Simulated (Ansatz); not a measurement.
Input of an Ansatz 0.2.0 run:

File input.yaml:

```yaml
crystal:
  lattice:
    - [-1.572281, 1.572281, 1.572281]
    - [1.572281, -1.572281, 1.572281]
    - [1.572281, 1.572281, -1.572281]
  atoms:
    - { symbol: Pd, position: [0.0, 0.0, 0.0] }
hamiltonian:
  xc: pbe
  pseudopotentials: { kind: paw }
  dispersion: d4
kpoints:
  mp_grid: { grid: [12, 12, 12] }
scf:
  occupations: { method: fermi_dirac, width: 0.05 }
output:
  forces: true
  stress: true
  eigenvalues: true
relax:
  f_tol: 0.01
  max_steps: 40
  cell: { stress_tol: 0.05 }
```

Potentials or basis: Ansatz PAW.

Launch:

```bash
$ ansatz run input.yaml --threads 2 --pin off --max-ram 5632MiB --backend cpu --events-out ev --progress --plain --runs-dir out
```

Problem. What does it give for the band gap on the k mesh?

Solution. None (metal or under the smearing width).

Problem. Predict the space group after relaxing (to 0.05 Å).

Solution. Im-3m (No. 229).

Problem. What does it give for the relaxed cell?

Solution. a = 2.692 Å, b = 2.692 Å, c = 2.692 Å, α = 109.47°, β = 109.47°, γ = 109.47°.

The path:
| step | energy change (eV) | largest force (eV/Å) | volume (Å³) |
| --- | --- | --- | --- |
| 1 | 0.0000 | 0.0000 | 15.55 |
| 2 | -0.0033 | 0.0000 | 14.61 |
| 3 | -0.0099 | 0.0000 | 15.05 |
| 4 | -0.0099 | 0.0000 | 15.02 |
| 5 | -0.0096 | 0.0000 | 15.02 |

Caveat: the plane-wave basis is chosen anew once the cell has moved, so the energies of steps on either side of that aren't comparable; pairwise dispersion overbinds metals, which lowers pressure and volume.
